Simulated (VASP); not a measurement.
# CuO (Tenorite) (C2/c) in VASP: settings compared

Aim: see how the results for CuO (Tenorite) move with the level of theory and the settings. Levels: PBE, LDA. Tasks: Wannier functions by SCDM, band structure.

All numbers are computed with VASP 6.6.1; they aren't measurements. Logs are shortened: lines on timing, memory, paths and dates and some standing lists are left out, and cuts for length are marked.

### 1 Starting point

It takes space group C2/c (No. 15, monoclinic). The conventional cell has a = 4.684 Å, b = 3.423 Å, c = 5.129 Å, α = 90.00°, β = 99.54°, γ = 90.00°. Cu (site symmetry -1) has 4 O at 1.95 to 1.96 Å as nearest neighbours. Around O (site symmetry 2) lie 4 Cu at 1.95 to 1.96 Å.

### 2 Wannier functions by SCDM, PBE

File POSCAR:

```
CuO
1.0
    2.3418500000     -1.7113000000      0.0000000000
    2.3418500000      1.7113000000      0.0000000000
   -0.8500274268      0.0000000000      5.0578693947
Cu O
2 2
Direct
    0.5000000000      0.0000000000      0.5000000000
    0.0000000000      0.5000000000      0.0000000000
    0.4184000000      0.5816000000      0.7500000000
    0.5816000000      0.4184000000      0.2500000000
```

File INCAR.step1:

```
  ALGO = Fast
  EDIFF = 1E-6
  ENCUT = 520
  GGA = PE
  ISIF = 2
  ISMEAR = 0
  LASPH = True
  LCHARG = True
  LREAL = False
  LWAVE = True
  NELM = 60
  PREC = Accurate
  SIGMA = 0.02
```

File INCAR.step2:

```
  ALGO = Fast
  EDIFF = 1E-6
  ENCUT = 520
  GGA = PE
  ICHARG = 11
  ISIF = 2
  ISMEAR = 0
  ISTART = 1
  ISYM = -1
  LASPH = True
  LCHARG = False
  LREAL = False
  LSCDM = True
  LWAVE = False
  NELM = 60
  NUM_WANN = 17
  PREC = Accurate
  SIGMA = 0.02
```

File KPOINTS:

```
k-points
0
Gamma
  5 5 3
```

File KPOINTS_OPT:

```
path GYFLI,I1ZF1,YX1,XGN,MG
12
line-mode
reciprocal
 0.0000000000  0.0000000000  0.0000000000  G
-0.5000000000 -0.5000000000  0.0000000000  Y

-0.5000000000 -0.5000000000  0.0000000000  Y
-0.5247847702 -0.5247847702  0.3275098836  F

-0.5247847702 -0.5247847702  0.3275098836  F
-0.5000000000 -0.5000000000  0.5000000000  L

-0.5000000000 -0.5000000000  0.5000000000  L
-0.6335075857 -0.3664924143  0.5000000000  I

-0.3664924143  0.3664924143  0.5000000000  I1
 0.0000000000  0.0000000000  0.5000000000  Z

 0.0000000000  0.0000000000  0.5000000000  Z
-0.4752152298 -0.4752152298  0.6724901164  F1

-0.5000000000 -0.5000000000  0.0000000000  Y
-0.6127316330 -0.3872683670  0.0000000000  X1

-0.3872683670  0.3872683670  0.0000000000  X
 0.0000000000  0.0000000000  0.0000000000  G

 0.0000000000  0.0000000000  0.0000000000  G
-0.5000000000  0.0000000000  0.0000000000  N

-0.5000000000  0.0000000000  0.5000000000  M
 0.0000000000  0.0000000000  0.0000000000  G
```

File KPOINTS_WAN:

```
path GYFLI,I1ZF1,YX1,XGN,MG
12
line-mode
reciprocal
 0.0000000000  0.0000000000  0.0000000000  G
-0.5000000000 -0.5000000000  0.0000000000  Y

-0.5000000000 -0.5000000000  0.0000000000  Y
-0.5247847702 -0.5247847702  0.3275098836  F

-0.5247847702 -0.5247847702  0.3275098836  F
-0.5000000000 -0.5000000000  0.5000000000  L

-0.5000000000 -0.5000000000  0.5000000000  L
-0.6335075857 -0.3664924143  0.5000000000  I

-0.3664924143  0.3664924143  0.5000000000  I1
 0.0000000000  0.0000000000  0.5000000000  Z

 0.0000000000  0.0000000000  0.5000000000  Z
-0.4752152298 -0.4752152298  0.6724901164  F1

-0.5000000000 -0.5000000000  0.0000000000  Y
-0.6127316330 -0.3872683670  0.0000000000  X1

-0.3872683670  0.3872683670  0.0000000000  X
 0.0000000000  0.0000000000  0.0000000000  G

 0.0000000000  0.0000000000  0.0000000000  G
-0.5000000000  0.0000000000  0.0000000000  N

-0.5000000000  0.0000000000  0.5000000000  M
 0.0000000000  0.0000000000  0.0000000000  G
```

Potentials or basis: VASP PAW PBE potentials, release 64 (Cu, O).

Started as:

```console
$ cat potpaw_PBE.64/Cu/POTCAR potpaw_PBE.64/O/POTCAR > POTCAR
$ cp INCAR.step1 INCAR
$ mpirun -np 1 vasp_std > vasp.out
$ cp INCAR.step2 INCAR
$ mpirun -np 1 vasp_std > vasp.out
```

OUTCAR:

```text
EDIFF = 1E-6
   ENCUT = 520
   GGA = PE
   ICHARG = 11
   ISIF = 2
   ISMEAR = 0
   ISTART = 1
   ISYM = -1
   LASPH = True
   LREAL = False
   NELM = 60
   PREC = Accurate

 ion  position               nearest neighbor table
   1  0.500  0.000  0.500-   3 1.95   4 1.95   4 1.96   3 1.96
   2  0.000  0.500  0.000-   4 1.95   3 1.95   4 1.96   3 1.96
   3  0.418  0.582  0.750-   2 1.95   1 1.95   2 1.96   1 1.96
   4  0.582  0.418  0.250-   1 1.95   2 1.95   2 1.96   1 1.96

IMPORTANT INFORMATION: All symmetrisations will be switched off!
NOSYMM: (Re-)initialisation of all symmetry stuff for point group C_1.

----------------------------------------------------------------------------------------

                                     Primitive cell

  volume of cell :      40.5399

  direct lattice vectors                    reciprocal lattice vectors
     2.341850000 -1.711300000  0.000000000     0.213506416 -0.292175539  0.035881968
     2.341850000  1.711300000  0.000000000     0.213506416  0.292175539  0.035881968
    -0.850027427  0.000000000  5.057869395     0.000000000  0.000000000  0.197711709

  length of vectors
     2.900484289  2.900484289  5.128800000     0.363646877  0.363646877  0.197711709

  position of ions in fractional coordinates (direct lattice)
     0.500000000  0.000000000  0.500000000
     0.000000000  0.500000000  0.000000000
     0.418400000  0.581600000  0.750000000
     0.581600000  0.418400000  0.250000000

  ion indices of the primitive-cell ions
   primitive index   ion index
                 1           1
                 2           2
                 3           3
                 4           4

----------------------------------------------------------------------------------------

 KPOINTS: k-points

Automatic generation of k-mesh.
 Grid dimensions read from file:
 generate k-points for:    5    5    3

 Generating k-lattice:

  Cartesian coordinates                     Fractional coordinates (reciprocal lattice)
     0.042701283 -0.058435108  0.007176394     0.200000000  0.000000000  0.000000000
     0.042701283  0.058435108  0.007176394     0.000000000  0.200000000  0.000000000
     0.000000000  0.000000000  0.065903903     0.000000000  0.000000000  0.333333333

  Length of vectors
     0.072729375  0.072729375  0.065903903

  Shift w.r.t. Gamma in fractional coordinates (k-lattice)
     0.000000000  0.000000000  0.000000000

 Subroutine IBZKPT returns following result:
 ===========================================

 Found     75 irreducible k-points:

 Following reciprocal coordinates:
            Coordinates               Weight
  0.000000  0.000000  0.000000      1.000000
  0.200000 -0.000000  0.000000      1.000000
  0.400000 -0.000000  0.000000      1.000000
 -0.400000  0.000000  0.000000      1.000000
 -0.200000  0.000000 -0.000000      1.000000
 -0.000000  0.200000  0.000000      1.000000
[... 16 lines left out ...]
  0.400000 -0.200000  0.000000      1.000000
 -0.400000 -0.200000 -0.000000      1.000000
 [... further k-points ...]
   k-points           NKPTS =     75   k-points in BZ     NKDIM =     75   number of bands    NBANDS=     21
   number of dos      NEDOS =    301   number of ions     NIONS =      4
   total plane-waves  NPLWV =  23040
   dimension x,y,z NGX =    24 NGY =   24 NGZ =   40
   dimension x,y,z NGXF=    48 NGYF=   48 NGZF=   80
   ions per type =               2   2
   NGX,Y,Z   is equivalent  to a cutoff of  13.76, 13.76, 12.97 a.u.
   NGXF,Y,Z  is equivalent  to a cutoff of  27.51, 27.51, 25.93 a.u.
 SYSTEM =  unknown system
   PREC   = accura    normal or accurate (medium, high low for compatibility)
   ISTART =      1    job   : 0-new  1-cont  2-samecut
   ICHARG =     11    charge: 1-file 2-atom 10-const
   ISPIN  =      1    spin polarized calculation?
   LNONCOLLINEAR =      F non collinear calculations
   LSORBIT =      F    spin-orbit coupling
   LASPH  =      T    aspherical Exc in radial PAW
   ENCUT  =  520.0 eV  38.22 Ry    6.18 a.u.   5.39  5.39  9.54*2*pi/ulx,y,z
   NELM   =     60;   NELMIN=  2; NELMDL=  0     # of ELM steps
   EDIFF  = 0.1E-05   stopping-criterion for ELM
   LREAL  =      F    real-space projection
   EDIFFG = 0.1E-04   stopping-criterion for IOM
   NSW    =      0    number of steps for IOM
   IBRION =     -1    ionic relax: 0-MD 1-quasi-New 2-CG
   NFREE  =      0    steps in history (QN), initial steepest desc. (CG)
   ISIF   =      2    stress and relaxation
   ISYM   =     -1    0-nonsym 1-usesym 2-fastsym
   POTIM  = 0.5000    time-step for ionic-motion
   TEBEG  =    0.0;   TEEND  =   0.0 temperature during run
   PSTRESS=    0.0 pullay stress
   NELECT =      34.0000    total number of electrons
   NUPDOWN=      -1.0000    fix difference up-down
   EMIN   =  10.00;   EMAX   =-10.00  energy-range for DOS
   EFERMI =   0.00;   METHOD = LEGACY
   ISMEAR =     0;   SIGMA  =   0.02  broadening in eV -4-tet -1-fermi 0-gaus
   EFERMI_NEDOS =   21; number of points for ismear=-14 and -15
   IALGO  =     68    algorithm
   IMIX   =      4    mixing-type and parameters
     AMIX     =   0.40;   BMIX     =  1.00
     AMIX_MAG =   1.60;   BMIX_MAG =  1.00
  volume/ion in A,a.u.               =      10.13        68.39
  Fermi-wavevector in a.u.,A,eV,Ry     =   1.543856  2.917465 32.429379  2.383492
  Thomas-Fermi vector in A             =   2.649460
   LORBIT       =      0    0 simple, 1 ext, 2 COOP (PROOUT), +10 PAW based schemes
   GGA     = PE    functional components
   LHFCALC =     F    Hartree Fock is set to
   AEXX    =    0.0000 exact exchange contribution
   IVDW    =     0    specifies the selected vdW correction
   LEPSILON=     F    determine dielectric tensor
   LRPA    =     F    only Hartree local field effects (RPA)
 non-spin polarized calculation
 RMM-DIIS sequential band-by-band and
 Gauss-broadening in eV      SIGMA  =   0.02
  energy-cutoff  :      520.00
  volume of cell :       40.54
 maximum number of plane-waves:      1129
 NGX is ok and might be reduce to    24

 number of electron      34.0000001 magnetization

 Free energy of the ion-electron system (eV)
  ---------------------------------------------------
  ext. energy  EPLUGINS =         0.00000000
  ---------------------------------------------------
  free energy    TOTEN  =       -19.54942410 eV

  energy without entropy =      -19.54863685  energy(sigma->0) =      -19.54903047

 E-fermi :   5.7267     XC(G=0): -11.9153

 val. band max:        5.7068783625   @ k =   0.2000   0.4000   0.3333
 cond. band min:       5.7327920638   @ k =   0.4000  -0.0000   0.0000
 fundamental gap:      0.0259137013
 Fermi energy:         5.7266952936

 k-point     1 :       0.0000    0.0000    0.0000
  band No.  band energies     occupation
      1     -14.2172      2.00000
      2     -12.8904      2.00000
      3      -2.4482      2.00000
      4       0.1854      2.00000
      5       0.5743      2.00000
      6       2.3874      2.00000
[... 13 lines left out ...]
     20      11.7711      0.00000
     21      13.8910      0.00000

 k-point     2 :       0.2000   -0.0000    0.0000
  band No.  band energies     occupation
      1     -13.9666      2.00000
      2     -12.8112      2.00000
      3      -2.0427      2.00000
      4       0.1015      2.00000
      5       0.3936      2.00000
      6       0.6427      2.00000
[... 13 lines left out ...]
     20      12.9693      0.00000
     21      13.2849      0.00000

 k-point     3 :       0.4000   -0.0000    0.0000
  band No.  band energies     occupation
      1     -13.5158      2.00000
      2     -12.6804      2.00000
      3      -1.3821      2.00000
      4      -1.2373      2.00000
      5      -0.0209      2.00000
      6       0.5726      2.00000
[... 13 lines left out ...]
     20      11.4380      0.00000
     21      13.6151      0.00000

 k-point     4 :      -0.4000    0.0000    0.0000
  band No.  band energies     occupation
      1     -13.5158      2.00000
      2     -12.6804      2.00000
      3      -1.3821      2.00000
      4      -1.2373      2.00000
      5      -0.0209      2.00000
      6       0.5726      2.00000
[... 13 lines left out ...]
     20      11.4382      0.00000
     21      15.8258      0.00000

 k-point     5 :      -0.2000    0.0000   -0.0000
  band No.  band energies     occupation
      1     -13.9666      2.00000
      2     -12.8112      2.00000
      3      -2.0427      2.00000
      4       0.1015      2.00000
      5       0.3936      2.00000
      6       0.6427      2.00000
[... 13 lines left out ...]
     20      12.9693      0.00000
     21      13.2871      0.00000
[... 382 lines left out ...]
     20      12.9694      0.00000
     21      13.2858      0.00000

 k-point    22 :       0.2000   -0.2000    0.0000
  band No.  band energies     occupation
      1     -13.6700      2.00000
      2     -12.7131      2.00000
      3      -1.5703      2.00000
      4      -0.0602      2.00000
      5       0.0014      2.00000
      6       0.3146      2.00000
[... 13 lines left out ...]
     20      12.3127      0.00000
     21      14.8242      0.00000

 k-point    23 :       0.4000   -0.2000    0.0000
  band No.  band energies     occupation
      1     -13.2963      2.00000
      2     -12.6245      2.00000
      3      -1.1853      2.00000
      4      -0.9980      2.00000
      5       0.0442      2.00000
      6       0.3699      2.00000
[... 13 lines left out ...]
     20      12.0365      0.00000
     21      16.9421      0.00000

 k-point    24 :      -0.4000   -0.2000   -0.0000
  band No.  band energies     occupation
      1     -13.3972      2.00000
      2     -12.6703      2.00000
      3      -1.1208      2.00000
      4      -0.9937      2.00000
      5       0.3161      2.00000
      6       0.4376      2.00000
[... 13 lines left out ...]
     20      11.9173      0.00000
     21      15.5977      0.00000

 [... further k-points ...]

------------------------ aborting loop because EDIFF is reached ----------------------------------------

  FORCE on cell =-STRESS in cart. coord.  units (eV):
  Direction    XX          YY          ZZ          XY          YZ          ZX
  --------------------------------------------------------------------------------------
  -------------------------------------------------------------------------------------
  Total        0.8877011      1.0870745      1.0099585     -0.0000087     -0.0000078     -0.3938229
  in kB       35.0828217     42.9622551     39.9145555     -0.0003442     -0.0003099    -15.5642704
  external PRESSURE =      39.3198774 kB  Pullay stress =       0.0000000 kB

 VOLUME and BASIS-vectors are now :
 -----------------------------------------------------------------------------
  energy-cutoff  :      520.00
  volume of cell :       40.54
      direct lattice vectors                 reciprocal lattice vectors
     2.341850000 -1.711300000  0.000000000     0.213506416 -0.292175539  0.035881968
     2.341850000  1.711300000  0.000000000     0.213506416  0.292175539  0.035881968
    -0.850027427  0.000000000  5.057869395     0.000000000  0.000000000  0.197711709

 POSITION                                       TOTAL-FORCE (eV/Angst)
 -----------------------------------------------------------------------------------
      0.74591     -0.85565      2.52893         0.000001     -0.000001      0.000001
      1.17092      0.85565      0.00000        -0.000002      0.000002      0.000002
      1.70433      0.27928      3.79340         0.000007     -0.215689     -0.000022
      2.12934     -0.27928      1.26447        -0.000006      0.215688      0.000019
 -----------------------------------------------------------------------------------
    total drift:                                0.000003     -0.000001      0.000004

  FREE ENERGIE OF THE ION-ELECTRON SYSTEM (eV)
  ---------------------------------------------------
  free  energy   TOTEN  =       -19.5494240977 eV

  energy  without entropy=      -19.5486368507  energy(sigma->0) =      -19.54903047
```

It took 44 s on 1 thread of Intel Xeon 6975P-C (Granite Rapids), shared host; peak memory 0.24 GiB.

Results:

```
Band gap along the path : none (metal or under the smearing width)
```

Levels at the corners of the path, in eV from the Fermi level:
| point | band 15 | band 16 | band 17 | band 18 | band 19 | band 20 |
| --- | --- | --- | --- | --- | --- | --- |
| Γ | -2.18 | -1.68 | 0.20 | 0.93 | 1.72 | 6.04 |
| Y | -1.68 | -1.23 | -0.67 | 1.05 | 3.36 | 7.11 |
| Y | -1.68 | -1.23 | -0.67 | 1.05 | 3.36 | 7.11 |
| F | -1.35 | -1.35 | -0.68 | 0.17 | 4.26 | 6.17 |
| F | -1.35 | -1.35 | -0.68 | 0.17 | 4.26 | 6.17 |
| L | -1.32 | -1.32 | -0.44 | -0.44 | 5.23 | 5.23 |
| L | -1.32 | -1.32 | -0.44 | -0.44 | 5.23 | 5.23 |
| I | -1.51 | -1.51 | -0.31 | -0.31 | 5.86 | 5.86 |
| I1 | -1.51 | -1.51 | -0.31 | -0.31 | 5.86 | 5.86 |
| Z | -1.53 | -1.53 | 0.23 | 0.23 | 3.94 | 3.94 |
| Z | -1.53 | -1.53 | 0.23 | 0.23 | 3.94 | 3.94 |
| F1 | -1.35 | -1.35 | -0.68 | 0.17 | 4.26 | 6.17 |
| Y | -1.68 | -1.23 | -0.67 | 1.05 | 3.36 | 7.11 |
| X1 | -1.41 | -1.35 | -1.32 | 0.87 | 4.88 | 7.21 |
| X | -1.41 | -1.35 | -1.32 | 0.87 | 4.88 | 7.21 |
| Γ | -2.18 | -1.68 | 0.20 | 0.93 | 1.72 | 6.04 |
| Γ | -2.18 | -1.68 | 0.20 | 0.93 | 1.72 | 6.04 |
| N | -1.52 | -1.43 | -0.01 | 0.24 | 4.88 | 6.32 |
| M | -1.75 | -1.62 | -0.11 | 0.73 | 5.13 | 6.55 |
| Γ | -2.18 | -1.68 | 0.20 | 0.93 | 1.72 | 6.04 |

Caveat: the k mesh is coarse (spacing up to 0.46 Å⁻¹), so the values aren't converged; the run has no spin polarisation, though such a crystal can be magnetic; semilocal functionals often make such compounds metallic where correlation or magnetic order opens a gap, which also shifts bond lengths.

(Continued in part 2 of 2.)
